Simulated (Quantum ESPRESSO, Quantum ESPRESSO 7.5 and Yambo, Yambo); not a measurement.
# LiH (Fm-3m): G0W0 on several meshes in Yambo

Aim: the GW shift of LiH (Fm-3m) against the k mesh.

Program: Quantum ESPRESSO 7.5 and Yambo 5.3.0. Level of theory: PBE and many-body steps on it, plane waves. Results are calculated unless marked as measured.

The database entry behind the starting cell differs from later determinations by our own check (the deuteride, about 0.2 % short), so it need not match the best structure at ambient conditions.

**1. The structure**

It takes space group Fm-3m (No. 225, cubic). Conventional cell: a = 4.074 Å, b = 4.074 Å, c = 4.074 Å, α = 90.00°, β = 90.00°, γ = 90.00°. Nearest to Li lie 6 H at 2.04 Å. Nearest to H lie 6 Li at 2.04 Å. Farther neighbours are not listed.

The cell and positions come from the Crystallography Open Database and are kept as given unless a step says otherwise.

**2. Empty states on the mesh, 8×8×8 mesh, 201 bands**

This step: Quantum ESPRESSO 7.5; DFT, PBE, plane waves, norm-conserving pseudopotentials.

The sums over transitions need many empty states on a uniform mesh; this step solves for them.

File pw.in:

```
&control
  calculation = 'nscf'
  prefix = 'x'
  outdir = 'o'
  pseudo_dir = 'pseudo'
/
&system
  ibrav = 0
  nat = 2
  ntyp = 2
  ecutwfc = 66.0
  nbnd = 201
  force_symmorphic = .true.
/
&electrons
  conv_thr = 1e-9
  electron_maxstep = 80
  diago_full_acc = .true.
  diago_thr_init = 5e-6
/
ATOMIC_SPECIES
  Li 6.94 Li.upf
  H 1.008 H.upf
CELL_PARAMETERS angstrom
  0.0000000000 2.0367500000 2.0367500000
  2.0367500000 -0.0000000000 2.0367500000
  2.0367500000 2.0367500000 -0.0000000000
ATOMIC_POSITIONS crystal
  Li 0.0000000000 0.0000000000 0.0000000000
  H 0.5000000000 0.5000000000 0.5000000000
K_POINTS automatic
  8 8 8 0 0 0
```

On the command line:

```bash
OMP_NUM_THREADS=1 mpirun -n 4 pw.x -nk 4 -in pw.in > pw.out
```

Output:

```text
Program PWSCF v.7.5 starts

     This program is part of the open-source Quantum ESPRESSO suite
     for quantum simulation of materials; please cite
         "P. Giannozzi et al., J. Phys.:Condens. Matter 21 395502 (2009);
         "P. Giannozzi et al., J. Phys.:Condens. Matter 29 465901 (2017);
         "P. Giannozzi et al., J. Chem. Phys. 152 154105 (2020);
     in publications or presentations arising from this work. More details at

     Atomic positions and unit cell read from directory:
     o/x.save/

     Message from routine setup:
[...]
302.4139

          k = 0.1768 0.1768-0.1768 (  1022 PWs)   bands (ev):

[...]
149.5177 149.7541 150.2980 155.3991 155.3991 156.9180 158.8296 158.8296
     [... 14 further rows ...]
   284.0699 289.9371 291.6657 291.6657 293.3523 293.3523 293.5305 294.4332
   295.8906

          k = 0.2652 0.2652-0.2652 (  1035 PWs)   bands (ev):

     [... further k-points ...]

     highest occupied, lowest unoccupied level (ev):     0.3929    3.4149

     XML data file, pseudopotentials, collected wavefunctions

=------------------------------------------------------------------------------=
   JOB DONE.
=------------------------------------------------------------------------------=
```

It took 18 s on 4 MPI ranks of Arm Neoverse V1, shared host; peak memory 0.26 GiB.

This step gave:

| Item | Value |
| --- | --- |
| gap | 3.022 eV |
| k of the valence top | 0, -0.5, -0.5 |
| k of the conduction bottom | 0, -0.5, -0.5 |
| least direct gap | 3.022 eV |
| k points computed | 29 |
| lowest point of the top converged band, above the valence top | 285.5624 eV |

On this mesh the gap is 3.022 eV.

The density comes from a self-consistent run that is not shown.

**3. Conversion and set-up**

This step: Yambo 5.3.0; conversion and set-up on PBE, plane waves, norm-conserving pseudopotentials.

The states are converted to the many-body program's format and the q mesh is built.

On the command line:

```bash
(cd o/x.save; p2y > p2y.log; mv SAVE ../..); yambo > setup.log
```

Output:

```text
 Yambo, version 5.3.0

 [02] CORE Variables Setup
 =========================

  [02.01] Unit cells
  ==================

  Cell kind             :  FCC
  Atoms in the cell     :  Li  H
  number of Li atoms    :  1
  number of H  atoms    :  1

  List of atomic masses
  Mass of Li    :  6.940000
  Mass of H     :  1.008000

  List of atomic coordinates    : [cc]
  Li1       :  0.000000  0.000000  0.000000  order 1
  H1       :  3.848900  3.848900  3.848900  order 2

  Alat factors          :  3.848900  3.848900  3.848900 [a.u.]
  Direct lattice volume :  114.0354 [a.u.]
[...]
Q [ 1]         [rlu]:  0.000000  0.000000  0.000000
 Q [ 2]         [rlu]:  0.24483E-17  0.24483E-17  0.12500
 Q [ 3]         [rlu]:  0.25023E-16 -0.27323E-17  0.25000
[...]
Q [ 8]         [rlu]:  0.80210E-17  0.12500      0.37500
 Q [ 9]         [rlu]:  0.34410E-16  0.12500      0.50000
 Q [10]         [rlu]: -0.97931E-17  0.12500     -0.37500
     [... 17 further rows ...]
 Q [28]         [rlu]:  0.125000 -0.500000 -0.375000
 Q [29]         [rlu]:  0.250000 -0.500000 -0.250000

  [03.01] X indexes
  =================

   [03.01.01] Sigma indexes
   ========================

 [06] Game Over & Game summary
```

The job ended after 2 s (1 MPI rank; peak memory 0.24 GiB).

**4. 8×8×8**

Now the one-shot GW correction: screening in the RPA, then the self-energy of the levels asked for.

This step: G0W0 on PBE, plane waves, norm-conserving pseudopotentials.

File gw2.in:

```
HF_and_locXC
gw0
dyson
ppa
em1d
rim_cut
RandQpts= 1000000
RandGvec= 1 RL
EXXRLvcs= 66 Ry
VXCRLvcs= 264 Ry
Chimod= "HARTREE"
% BndsRnXp
 1 | 83 |
%
NGsBlkXp= 17 Ry
% LongDrXp
 1 | 1 | 1 |
%
% GbndRnge
 1 | 83 |
%
DysSolver= "n"
ExtendOut
PPAPntXp= 27.21138 eV
% QPkrange
 21 | 21 | 1 | 4 |
 1 | 1 | 1 | 4 |
%
```

On the command line:

```bash
OMP_NUM_THREADS=1 mpirun -n 4 yambo -F gw2.in -J gw2 -C gw2 > gw2.log
```

Output:

```text
 Yambo, version 5.3.0

 [02] CORE Variables Setup
 =========================

  [... cell, symmetries and grids as in the set-up ...]

  [02.05] Energies & Occupations
  ==============================

  [X] === General ===
  [X] Electronic Temperature                        :  0.000000  0.000000 [eV K]
  [X] Bosonic    Temperature                        :  0.000000  0.000000 [eV K]
  [X] Finite Temperature mode                       : no
  [X] El. density                                   :  0.23671E+24 [cm-3]
  [X] Fermi Level                                   :  0.392909 [eV]

  [X] === Gaps and Widths ===
  [X] Conduction Band Min                           :  3.022038 [eV]
  [X] Valence Band Max                              :  0.000000 [eV]
  [X] Filled Bands                                  :  2
  [X] Empty Bands                                   :    3  201
  [X] Direct Gap                                    :  3.022038 [eV]
  [X] Direct Gap localized at k                     :  21
  [X] Indirect Gap                                  :  3.022038 [eV]
  [X] Indirect Gap between kpts                     :  21  21
  [X] Last valence band width                       :  5.253734 [eV]
  [X] 1st conduction band width                     :  12.45368 [eV]

 [03] Transferred momenta grid and indexing
 ==========================================

 IBZ Q-points                                      :  29
 BZ  Q-points                                      :   512

 K/Q-points units:
 rlu = crystal or reduced units; cc = cartesian coordinates; iku = interal k-units

 Q [ 1]         [rlu]:  0.000000  0.000000  0.000000
 Q [ 2]         [rlu]:  0.24483E-17  0.24483E-17  0.12500
 Q [ 3]         [rlu]:  0.25023E-16 -0.27323E-17  0.25000
 Q [ 4]         [rlu]:  0.12904E-16  0.12904E-16  0.37500
 Q [ 5]         [rlu]: -0.97931E-17 -0.97931E-17 -0.50000
 Q [ 6]         [rlu]: -0.72385E-17  0.12500      0.12500
 Q [ 7]         [rlu]:  0.24483E-17  0.12500      0.25000
 Q [ 8]         [rlu]:  0.80210E-17  0.12500      0.37500
 Q [ 9]         [rlu]:  0.34410E-16  0.12500      0.50000
 Q [10]         [rlu]: -0.97931E-17  0.12500     -0.37500
     [... 17 further rows ...]
 Q [28]         [rlu]:  0.125000 -0.500000 -0.375000
 Q [29]         [rlu]:  0.250000 -0.500000 -0.250000

 [04] Coloumb potential Random Integration (RIM)
 ===============================================

  [04.01] RIM initialization
  ==========================

  * Diagonal components only detected *

  8 x (sBL volume)        :  0.033988 [a.u.]
  sBZ random points       :  1000000
  Points outside the sBZ  :   7999624
  RL volume               :  2.175203 [a.u.]
  Integrated volume       :  2.175305 [a.u.]

  [04.02] RIM integrals
  =====================

  Gamma point sphere radius             :  0.058757 [a.u.]
  Points outside the sphere             :   799635
  [Int_sBZ(q=0) 1/q^2]*(Vol_sBZ)^(-1/3) =:  7.763403
                                 should be <:  7.795600

  Summary of Coulomb integrals for non-metallic bands |Q|[au] RIM/Bare

  Q [1] 0.100000E-4 0.995870 * Q [2] 0.176719 1.064378
  Q [6] 0.204058 1.062849 * Q [12] 0.288581 1.025826
  Q [7] 0.338392 1.018699 * Q [3] 0.353439 1.016443
  Q [13] 0.408116 1.012926 * Q [11] 0.444734 1.010601
  Q [22] 0.456287 1.010058 * Q [8] 0.499838 1.008230
  Q [4] 0.530158 1.007314 * Q [14] 0.530158 1.007395
[...]
Q [27] 0.735741 1.003870 * Q [24] 0.763515 1.003627
  Q [26] 0.783699 1.003328 * Q [21] 0.816231 1.003325
  Q [28] 0.841352 1.003151 * Q [20] 0.865744 1.002775
  Q [29] 0.912574 1.002695

 [WARNING] [Xp] User bands 1-83 break level degeneracy

 [05] Dipoles
 ============

  [05.01] Setup: observables and procedures
  =========================================

 [06] Dynamic Dielectric Matrix (PPA)
 ====================================

 [WR./gw2//ndb.pp]---------------------------------------------------------------
  Brillouin Zone Q/K grids (IBZ/BZ)                :    29   512    29   512
  RL vectors                                       :  1459 [WF]
  Coulomb cutoff potential                         : none
  Electronic Temperature                           :  0.000000 [K]
  Bosonic    Temperature                           :  0.000000 [K]
  PPA    diel. fun.  energies                      : Perdew, Burke & Ernzerhof(X)+Perdew, Burke & Ernzerhof(C)
  wavefunctions                                    : Perdew, Burke & Ernzerhof(X)+Perdew, Burke & Ernzerhof(C)
  Global Gauge                                     : length
  X matrix size                                    :  169
  X band range                                     :    1   83
  X e/h energy range                               : -1.000000 -1.000000 [eV]
  X Time ordering                                  : R
  X Hxc Kernel                                     : HARTREE
  X Drude frequency                                :  0.000000  0.000000
  X poles                                          :  100.0000 [o/o]
  RL vectors in the sum                            :  1459
  [r,Vnl] included                                 : yes
  Field direction                                  :  0.577350E-5  0.577350E-5  0.577350E-5
  BZ energy Double Grid                            : no
  BZ energy DbGd points                            : 0
  BZ Q point size factor                           : -1.000000
  X Optical Averaged directions                    : none

 [07] Local Exchange-Correlation + Non-Local Fock
 ================================================

 [VXC] Plane waves :   8363
 [EXS] Plane waves :  1067

 QP @ state[ 1 ] K range:  1  1
 QP @ state[ 1 ] b range:   1   4
 QP @ state[ 2 ] K range:  21  21
 QP @ state[ 2 ] b range:   1   4

 [xc] Functional : Perdew, Burke & Ernzerhof(X)+Perdew, Burke & Ernzerhof(C)
 [xc] LIBXC used to calculate xc functional

 [xc] E_xc :  -2.052842 [Ha]
      E_xc :  -4.105684 [Ry]

  Local XC kind (lXC) : Perdew, Burke & Ernzerhof(X)+Perdew, Burke & Ernzerhof(C)
  Non-Local XC kind (nlXC) : Hartree-Fock

  Corrections @ K [1] :  [eV]
 <1|nlXC|1> = -39.69450  0.18072E-16 <1|lXC|1> = -25.62566 -0.18690E-15
 <2|nlXC|2> = -15.59523  0.49486E-17 <2|lXC|2> = -9.916457 -0.94426E-16
 <3|nlXC|3> = -4.656642  0.45068E-18 <3|lXC|3> = -11.71818 -0.94467E-16
 <4|nlXC|4> = -2.440415 -0.35444E-18 <4|lXC|4> = -8.963783 -0.28336E-15

  Corrections @ K [21] :  [eV]
 <1|nlXC|1> = -39.75562 -0.49041E-17 <1|lXC|1> = -25.70812 -0.10344E-17
 <2|nlXC|2> = -14.46983 -0.90200E-17 <2|lXC|2> = -11.30619  0.18880E-15
 <3|nlXC|3> = -3.748257  0.14762E-17 <3|lXC|3> = -7.647618  0.23605E-16
 <4|nlXC|4> = -2.678134  0.24762E-18 <4|lXC|4> = -8.235377 -0.47204E-16

 [08] Dyson equation: Newton solver
 ==================================

  [08.01] G0W0 (W PPA)
  ====================

  [  GW  ] Bands range     :    1   83
  [GW/PPA] G damping       :  0.100000 [eV]

  QP @ state[ 1 ] K range:  1  1
  QP @ state[ 1 ] b range:   1   4
  QP @ state[ 2 ] K range:  21  21
  QP @ state[ 2 ] b range:   1   4

   Sc/G bands                                       :    1   83
   Sc/G damping                                     :  0.100000 ev
   Sc bands terminator                              : no
   Sx RL components                                 :  1067

   QP @ state[ 1 ] K range                          :  1  1
   QP @ state[ 1 ] b range                          :   1   4
   QP @ state[ 2 ] K range                          :  21  21
   QP @ state[ 2 ] b range                          :   1   4
   GF energies kind                                 : Perdew, Burke & Ernzerhof(X)+Perdew, Burke & Ernzerhof(C)
   GF WF`s kind                                     : Perdew, Burke & Ernzerhof(X)+Perdew, Burke & Ernzerhof(C)
   Xs energies kind                                 : Perdew, Burke & Ernzerhof(X)+Perdew, Burke & Ernzerhof(C)
   Xs WF`s kind                                     : Perdew, Burke & Ernzerhof(X)+Perdew, Burke & Ernzerhof(C)

 [11] Game Over & Game summary
```

It took 2.3 min on 4 MPI ranks; peak memory 1.3 GiB; 9.1 min of CPU time.

Numbers from this step:

```
G0W0 gap on the points computed              : 4.968 eV
starting gap on the mesh                     : 3.022 eV
k of the valence top                         : 0, -0.5, -0.5
k of the conduction bottom                   : 0, -0.5, -0.5
least direct G0W0 gap on the computed points : 4.968 eV
Z at the valence top                         : 0.7817
Z at the conduction bottom                   : 0.8195
```

The gap on the mesh goes from 3.02 eV to 4.97 eV, a correction of +1.95 eV.

**5. Empty states on the mesh, 6×6×6 mesh, 83 bands**

This step: Quantum ESPRESSO 7.5; DFT, PBE, plane waves, norm-conserving pseudopotentials.

pw.in: that of step 2 with these lines changed.

```diff
@@ -11,3 +11,3 @@
   ecutwfc = 66.0
-  nbnd = 201
+  nbnd = 83
   force_symmorphic = .true.
@@ -31,2 +31,2 @@
 K_POINTS automatic
-  8 8 8 0 0 0
+  6 6 6 0 0 0
```

On the command line:

```bash
OMP_NUM_THREADS=1 mpirun -n 4 pw.x -nk 4 -in pw.in > pw.out
```

Output:

```text
[banner, memory and clock lines left out]
Program PWSCF v.7.5 starts

     Atomic positions and unit cell read from directory:
     o/x.save/

     Message from routine setup:
     using ibrav=0 with symmetry is DISCOURAGED, use correct ibrav instead

     G-vector sticks info

     bravais-lattice index     =            0
     lattice parameter (alat)  =       5.4432  a.u.
     unit-cell volume          =     114.0354 (a.u.)^3
     number of atoms/cell      =            2
     number of atomic types    =            2
     number of electrons       =         4.00
[...]
166.8952 166.8952 167.3885

          k = 0.1179 0.1179-0.1179 (  1013 PWs)   bands (ev):

[...]
162.1351 162.1351 163.0044

          k = 0.2357 0.2357-0.2357 (  1044 PWs)   bands (ev):

[...]
132.0296 136.7305 136.7305 137.6494 139.7643 139.7643 139.8359 141.8199
   141.8199 142.5668 150.1092 157.2239 157.2239 160.0988 161.4235 161.4235
   162.0674 162.3901 163.1590

          k =-0.3536-0.3536 0.3536 (  1056 PWs)   bands (ev):

     [... further k-points ...]

     highest occupied, lowest unoccupied level (ev):     0.3929    3.4149

     XML data file, pseudopotentials, collected wavefunctions
```

Run time: 2.8 s. Hardware: 4 MPI ranks; peak memory 0.2 GiB; 11 s of CPU time.

Numbers from this step:

- gap: 3.022 eV
- k of the valence top: 0, -0.5, -0.5
- k of the conduction bottom: 0, -0.5, -0.5
- least direct gap: 3.022 eV
- k points computed: 16
- lowest point of the top converged band, above the valence top: 154.0065 eV

On this mesh the gap is 3.022 eV.

**6. Conversion and set-up**

This step: Yambo 5.3.0; conversion and set-up on PBE, plane waves, norm-conserving pseudopotentials.

On the command line:

```bash
(cd o/x.save; p2y > p2y.log; mv SAVE ../..); yambo > setup.log
```

Output:

```text
 Yambo, version 5.3.0

 [02] CORE Variables Setup
 =========================

  [02.01] Unit cells
  ==================

  Cell kind             :  FCC
  Atoms in the cell     :  Li  H
  number of Li atoms    :  1
  number of H  atoms    :  1

  List of atomic masses
  Mass of Li    :  6.940000
  Mass of H     :  1.008000

  List of atomic coordinates    : [cc]
  Li1       :  0.000000  0.000000  0.000000  order 1
  H1       :  3.848900  3.848900  3.848900  order 2

  Alat factors          :  3.848900  3.848900  3.848900 [a.u.]
  Direct lattice volume :  114.0354 [a.u.]
[...]
Q [ 1]         [rlu]:  0.000000  0.000000  0.000000
 Q [ 2]         [rlu]:  0.47658E-17  0.47658E-17  0.16667
 Q [ 3]         [rlu]:  0.95316E-17  0.95316E-17  0.33333
[...]
Q [ 8]         [rlu]: -0.97931E-17  0.16667     -0.33333
 Q [ 9]         [rlu]: -0.95316E-17  0.16667     -0.16667
 Q [10]         [rlu]:  0.33671E-17  0.33333      0.33333
     [... 4 further rows ...]
 Q [15]         [rlu]:  0.166667  0.333333 -0.333333
 Q [16]         [rlu]:  0.166667 -0.500000 -0.333333

  [03.01] X indexes
  =================

   [03.01.01] Sigma indexes
   ========================

 [06] Game Over & Game summary
```

Wall time 1.8 s (1 MPI rank); peak memory 0.23 GiB.

(Continued in part 2 of 2.)

[Paths, hosts, dates, memory and timing lines, banners, echoed tables and standing remarks are left out of the program output.]

[Logs are printed without paths, hosts, clocks, repeated set-up lines and the standing remarks that a program may print on its own settings, such as how far it seeks lower states.]

[Runs of the session that timed out or met a known fault of the program may be left out.]

[Hosts, paths, dates, database ids (printed as entryN), source tags and the programs' standing remarks are cut or masked in the printed files.]
